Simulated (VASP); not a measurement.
# Si (Fd-3m) in VASP: further runs, part 2 of 2

VASP 6.6.1. The steps go on from the part before.

### Step 4. Phonons, PBEsol

This run uses another cell than the first one, of 20.08 Å³/atom, 0.982 times its volume.

File POSCAR:

```
Si
1.0
    0.0000000000      2.7178477094      2.7178477094
    2.7178477094      0.0000000000      2.7178477094
    2.7178477094      2.7178477094      0.0000000000
  Si
     2
Direct
     0.7500000000000000    0.7500000000000000    0.7500000000000000
     0.5000000000000000    0.5000000000000000    0.5000000000000000
```

File INCAR.step1:

```
SYSTEM = Si
ALGO = Fast
EDIFF = 1E-8
EDIFFG = -0.002
ENCUT = 600
GGA = PS
IBRION = 2
ISIF = 3
ISMEAR = 0
LASPH = .TRUE.
LCHARG = .FALSE.
LREAL = .FALSE.
LWAVE = .FALSE.
NELM = 80
NSW = 40
PREC = Accurate
SIGMA = 0.03
```

File INCAR.step2:

```
SYSTEM = Si
ALGO = Fast
EDIFF = 1E-8
ENCUT = 600
GGA = PS
IBRION = 6
ISIF = 2
ISMEAR = 0
LASPH = .TRUE.
LCHARG = .FALSE.
LREAL = .FALSE.
LWAVE = .FALSE.
NELM = 80
NFREE = 2
NSW = 1
POTIM = 0.015
PREC = Accurate
SIGMA = 0.03
```

File KPOINTS:

```
k-points
0
G
  10 10 10
  0 0 0
```

Potentials or basis: VASP PAW PBE potentials, release 64 (Si).

The run is started by

```bash
cat potpaw_PBE.64/Si/POTCAR > POTCAR
cp INCAR.step1 INCAR
mpirun -np 1 vasp_std > vasp.out
cp CONTCAR POSCAR
cp INCAR.step2 INCAR
mpirun -np 1 vasp_std > vasp.out
```

OUTCAR:

```text
SYSTEM = Si
   EDIFF = 1E-8
   ENCUT = 600
   GGA = PS
   IBRION = 6
   ISIF = 2
   ISMEAR = 0
   LASPH = .TRUE.
   LREAL = .FALSE.
   NELM = 80
   NFREE = 2
   NSW = 1
   POTIM = 0.015
   PREC = Accurate

 ion  position               nearest neighbor table
   1  0.750  0.750  0.750-   2 2.35   2 2.35   2 2.35   2 2.35
   2  0.500  0.500  0.500-   1 2.35   1 2.35   1 2.35   1 2.35

  LATTYP: Found a face centered cubic cell.
 ALAT       =     5.4356954188

  Lattice vectors:

 A1 = (   0.0000000000,   2.7178477094,   2.7178477094)
 A2 = (   2.7178477094,   0.0000000000,   2.7178477094)
 A3 = (   2.7178477094,   2.7178477094,   0.0000000000)

Analysis of symmetry for initial positions (statically):
=====================================================================
 Subroutine PRICEL returns:
 Original cell was already a primitive cell.

 Routine SETGRP: Setting up the symmetry group for a
 face centered cubic supercell.

 Subroutine GETGRP returns: Found 48 space group operations
 (whereof 24 operations were pure point group operations)
 out of a pool of 48 trial point group operations.

The static configuration has the point symmetry T_d .
 The point group associated with its full space group is O_h .

Analysis of symmetry for dynamics (positions and initial velocities):
=====================================================================
 Subroutine PRICEL returns:
 Original cell was already a primitive cell.

 Routine SETGRP: Setting up the symmetry group for a
 face centered cubic supercell.

 Subroutine GETGRP returns: Found 48 space group operations
 (whereof 24 operations were pure point group operations)
 out of a pool of 48 trial point group operations.

The dynamic configuration has the point symmetry T_d .
 The point group associated with its full space group is O_h .

 Subroutine INISYM returns: Found 48 space group operations
 (whereof 24 operations are pure point group operations),
 and found     1 'primitive' translations

----------------------------------------------------------------------------------------

                                     Primitive cell

  volume of cell :      40.1518

  direct lattice vectors                    reciprocal lattice vectors
     0.000000000  2.717847709  2.717847709    -0.183969101  0.183969101  0.183969101
     2.717847709  0.000000000  2.717847709     0.183969101 -0.183969101  0.183969101
     2.717847709  2.717847709  0.000000000     0.183969101  0.183969101 -0.183969101

  length of vectors
     3.843617091  3.843617091  3.843617091     0.318643830  0.318643830  0.318643830

[... 111 lines left out ...]
 finite differences with symmetry
 non-spin polarized calculation
 RMM-DIIS sequential band-by-band and
 Gauss-broadening in eV      SIGMA  =   0.03
  energy-cutoff  :      600.00
  volume of cell :       40.15
 maximum number of plane-waves:      1363
   NGX = 15   NGY = 15   NGZ = 15

--------------------------------------- Ionic step        1  -------------------------------------------

 number of electron       7.9999999 magnetization

 Free energy of the ion-electron system (eV)
  ---------------------------------------------------
  ext. energy  EPLUGINS =         0.00000000
  ---------------------------------------------------
  free energy    TOTEN  =       -11.49256018 eV

  energy without entropy =      -11.49256018  energy(sigma->0) =      -11.49256018

------------------------ aborting loop because EDIFF is reached ----------------------------------------

  FORCE on cell =-STRESS in cart. coord.  units (eV):
  Direction    XX          YY          ZZ          XY          YZ          ZX
  --------------------------------------------------------------------------------------
  -------------------------------------------------------------------------------------
  Total        0.0032352      0.0032352      0.0032352      0.0000000      0.0000000      0.0000000
  in kB        0.1290928      0.1290928      0.1290928      0.0000000      0.0000000      0.0000000
  external PRESSURE =       0.1290928 kB  Pullay stress =       0.0000000 kB
[... 59 lines left out ...]
--------------------------------------- Ionic step        3  -------------------------------------------

 number of electron       8.0000000 magnetization

 Free energy of the ion-electron system (eV)
  ---------------------------------------------------
  ext. energy  EPLUGINS =         0.00000000
  ---------------------------------------------------
  free energy    TOTEN  =       -11.49105922 eV

  energy without entropy =      -11.49105922  energy(sigma->0) =      -11.49105922

 E-fermi :   6.0149     XC(G=0):  -9.5429

 val. band max:        5.8342322202   @ k =   0.0000   0.0000   0.0000
 cond. band min:       6.2316946139   @ k =   0.0000   0.4000   0.4000
 fundamental gap:      0.3974623937
 Fermi energy:         6.0148700642

 k-point     1 :       0.0000    0.0000    0.0000
  band No.  band energies     occupation
      1      -6.2093      2.00000
      2       5.6904      2.00000
      3       5.7628      2.00000
      4       5.8342      2.00000
      5       8.2363      0.00000
      6       8.2776      0.00000
      7       8.3204      0.00000
      8       9.0549      0.00000
[... 243 lines left out ...]
 k-point    24 :       0.4000    0.3000    0.0000
  band No.  band energies     occupation
      1      -4.0404      2.00000
      2       0.3212      2.00000
      3       2.8988      2.00000
      4       3.3132      2.00000
      5       6.7075      0.00000
      6       7.8970      0.00000
      7      12.6661      0.00000
      8      12.8072      0.00000

 [... further k-points ...]
[... 5 lines left out ...]
  --------------------------------------------------------------------------------------
  -------------------------------------------------------------------------------------
  Total        0.0008010      0.0045238      0.0045238      0.0000000      0.1475948      0.0000000
  in kB        0.0319617      0.1805131      0.1805131      0.0000000      5.8894714      0.0000000
  external PRESSURE =       0.1309959 kB  Pullay stress =       0.0000000 kB
[... 17 lines left out ...]
  FREE ENERGIE OF THE ION-ELECTRON SYSTEM (eV)
  ---------------------------------------------------
  free  energy   TOTEN  =       -11.4910592178 eV

  energy  without entropy=      -11.4910592178  energy(sigma->0) =      -11.49105922

 INTERNAL STRAIN TENSORS FROM DISPLACED ATOMS
 ============================================

 INTERNAL STRAIN TENSOR FOR ION    1 for displacements in x,y,z  (eV/Angst):
          X           Y           Z          XY          YZ          ZX
  --------------------------------------------------------------------------------
  x     0.00000     0.00000     0.00000     0.00000    -9.83896     0.00000
  y     0.00000     0.00000     0.00000     0.00000     0.00000    -9.83896
  z     0.00000     0.00000     0.00000    -9.83896     0.00000     0.00000

 INTERNAL STRAIN TENSOR FOR ION    2 for displacements in x,y,z  (eV/Angst):
          X           Y           Z          XY          YZ          ZX
  --------------------------------------------------------------------------------
  x     0.00000     0.00000     0.00000     0.00000     9.83896     0.00000
  y     0.00000     0.00000     0.00000     0.00000     0.00000     9.83896
  z     0.00000     0.00000     0.00000     9.83896     0.00000     0.00000

 Eigenvectors and eigenvalues of the dynamical matrix
 ----------------------------------------------------

   1 f  =   15.240367 THz    95.758051 2PiTHz  508.363930 cm-1    63.029066 meV
             X         Y         Z           dx          dy          dz
      4.076772  4.076772  4.076772     0.707107    0.000000    0.000000
      2.717848  2.717848  2.717848    -0.707107    0.000000    0.000000
[... 16 lines left out ...]
   5 f  =    0.000000 THz     0.000000 2PiTHz    0.000000 cm-1     0.000000 meV
             X         Y         Z           dx          dy          dz
      4.076772  4.076772  4.076772     0.707107    0.000000    0.000000
      2.717848  2.717848  2.717848     0.707107    0.000000    0.000000

   6 f/i=    0.000000 THz     0.000001 2PiTHz    0.000004 cm-1     0.000001 meV
             X         Y         Z           dx          dy          dz
      4.076772  4.076772  4.076772     0.000000   -0.130737   -0.694916
      2.717848  2.717848  2.717848     0.000000   -0.130737   -0.694916

 ELASTIC MODULI CONTR FROM IONIC RELAXATION (kBar)
 Direction    XX          YY          ZZ          XY          YZ          ZX
 --------------------------------------------------------------------------------
 XX           0.0000      0.0000      0.0000      0.0000      0.0000      0.0000
 YY           0.0000      0.0000      0.0000      0.0000      0.0000      0.0000
 ZZ           0.0000      0.0000      0.0000      0.0000      0.0000      0.0000
 XY           0.0000      0.0000      0.0000   -289.4477      0.0000      0.0000
 YZ           0.0000      0.0000      0.0000      0.0000   -289.4477      0.0000
 ZX           0.0000      0.0000      0.0000      0.0000      0.0000   -289.4477
 --------------------------------------------------------------------------------
```

It took 48 s on 1 thread of Intel Xeon Platinum 8559C (Emerald Rapids), shared host; peak memory 0.24 GiB.

What came out:

- Highest phonon frequency at Γ: 508 cm⁻¹

Phonon frequencies in cm⁻¹ (negative: imaginary):
```
              q point        frequencies
(0.000, 0.000, 0.000)  0 0 0 508 508 508
```

Caveat: the PAW data sets were made with another functional, which shifts forces and pressure a little.

### Step 5. Dielectric tensor, PBEsol

This run uses another cell than the first one, of 20.08 Å³/atom, 0.982 times its volume.

File INCAR:

```
SYSTEM = Si
ALGO = Fast
EDIFF = 1E-8
ENCUT = 600
GGA = PS
ISIF = 2
ISMEAR = 0
LASPH = .TRUE.
LCHARG = .FALSE.
LEPSILON = .TRUE.
LREAL = .FALSE.
LWAVE = .FALSE.
NELM = 80
PREC = Accurate
SIGMA = 0.03
```

File KPOINTS:

```
k-points
0
Monkhorst
  14 14 14
  0 0 0
```

Edit POSCAR of step 4 so:

```diff
@@ -1,2 +1,2 @@
-Si
+Si                                      
 1.0
@@ -5,3 +5,3 @@
     2.7178477094      2.7178477094      0.0000000000
-  Si
+  Si            
      2
```

Potentials or basis: VASP PAW PBE potentials, release 64 (Si).

The run is started by

```bash
cat potpaw_PBE.64/Si/POTCAR > POTCAR
mpirun -np 1 vasp_std > vasp.out
```

OUTCAR:

```text
SYSTEM = Si
   EDIFF = 1E-8
   ENCUT = 600
   GGA = PS
   ISIF = 2
   ISMEAR = 0
   LASPH = .TRUE.
   LEPSILON = .TRUE.
   LREAL = .FALSE.
   NELM = 80
   PREC = Accurate

 ion  position               nearest neighbor table
   1  0.750  0.750  0.750-   2 2.35   2 2.35   2 2.35   2 2.35
   2  0.500  0.500  0.500-   1 2.35   1 2.35   1 2.35   1 2.35

  LATTYP: Found a face centered cubic cell.
 ALAT       =     5.4356954188

  Lattice vectors:

 A1 = (   0.0000000000,   2.7178477094,   2.7178477094)
 A2 = (   2.7178477094,   0.0000000000,   2.7178477094)
 A3 = (   2.7178477094,   2.7178477094,   0.0000000000)

Analysis of symmetry for initial positions (statically):
=====================================================================
 Subroutine PRICEL returns:
 Original cell was already a primitive cell.

 Routine SETGRP: Setting up the symmetry group for a
 face centered cubic supercell.

 Subroutine GETGRP returns: Found 48 space group operations
 (whereof 24 operations were pure point group operations)
 out of a pool of 48 trial point group operations.

[... 485 lines left out ...]
 Free energy of the ion-electron system (eV)
  ---------------------------------------------------
  ---------------------------------------------------
  free energy    TOTEN  =        -1.45802627 eV

  energy without entropy =       -1.45802627

------------------------ aborting loop because EDIFF is reached ----------------------------------------

 PIEZOELECTRIC TENSOR FIELD DIRECTION 3  (e Angst)
 -----------------------------------------------------------------------------
    -0.00158 -0.00000  0.00000           ( -0.00000  0.00000  0.00000)
     0.00000 -0.00158  0.00000           (  0.00000 -0.00000  0.00000)
     0.00000  0.00000  0.00057           (  0.00000  0.00000  0.00001)

 PIEZOELECTRIC TENSOR FIELD DIRECTION 3  (C/m^2)
 -----------------------------------------------------------------------------
    -0.00063 -0.00000  0.00000
     0.00000 -0.00063  0.00000
     0.00000  0.00000  0.00023

 MACROSCOPIC STATIC DIELECTRIC TENSOR (including local field effects in DFT)
 ------------------------------------------------------
          13.335121     0.000000    -0.000000
          -0.000000    13.335121     0.000000
           0.000000    -0.000000    13.335121
 ------------------------------------------------------

 PIEZOELECTRIC TENSOR (including local field effects)  for field in x, y, z        (e  Angst)
          XX          YY          ZZ          XY          YZ          ZX
  --------------------------------------------------------------------------------
  x     0.00000     0.00000     0.00000     0.00000    -0.00000     0.00000
  y     0.00000     0.00000     0.00000     0.00000     0.00000    -0.00000
  z     0.00000     0.00000     0.00000    -0.00000     0.00000     0.00000

 PIEZOELECTRIC TENSOR (including local field effects)  for field in x, y, z        (C/m^2)
          XX          YY          ZZ          XY          YZ          ZX
  --------------------------------------------------------------------------------
  x     0.00000     0.00000     0.00000     0.00000    -0.00000     0.00000
  y     0.00000     0.00000     0.00000     0.00000     0.00000    -0.00000
  z     0.00000     0.00000     0.00000    -0.00000     0.00000     0.00000

 BORN EFFECTIVE CHARGES (including local field effects) (in |e|, cummulative output)
 ---------------------------------------------------------------------------------
 ion    1
    1     0.00000     0.00000     0.00000
    2     0.00000     0.00000     0.00000
    3     0.00000     0.00000     0.00000
 ion    2
    1     0.00000     0.00000     0.00000
    2     0.00000    -0.00000     0.00000
    3     0.00000     0.00000    -0.00000
```

stdout:

```text
POSCAR found type information on POSCAR Si
 POSCAR found :  1 types and       2 ions
 scaLAPACK will be used
 -----------------------------------------------------------------------------
|                                                                             |
|                                                                             |
|     You enforced a specific xc type in the INCAR file but a different       |
[... 46 lines left out ...]
  Direction:   1
 dielectric tensor                  component  1 :    13.335     0.507    -0.565
 Linear response to external field, progress :
  Direction:   2
 dielectric tensor                  component  2 :     0.504    13.335    -0.562
 Linear response to external field, progress :
  Direction:   3
 dielectric tensor                  component  3 :     1.234    -1.292    13.335
 Born effective charges drift removed
```

It took 7.6 min on 1 thread of Intel Xeon Platinum 8559C (Emerald Rapids), shared host; peak memory 0.76 GiB.

What came out:

```yaml
Electronic_dielectric_tensor_diagonal: 13.34
Born_charges_mean_of_the_diagonal: Si +0.00 e
```

Levels at points of the mesh, in eV from the valence-band top:
```csv
k point,band 1,band 2,band 3,band 4,band 5,band 6,band 7,band 8
"(0.04, 0.04, 0.04)",-11.93,-0.17,0.00,0.00,2.59,2.59,2.59,3.44
```

Electronic dielectric tensor:
```
13.34  0.00  0.00
 0.00 13.34  0.00
 0.00  0.00 13.34
```

Born effective charge tensors (e):
atom 1, Si
```
0.00 0.00 0.00
0.00 0.00 0.00
0.00 0.00 0.00
```
atom 2, Si
```
0.00 0.00 0.00
0.00 0.00 0.00
0.00 0.00 0.00
```

Caveat: the PAW data sets were made with another functional, which shifts forces and pressure a little.
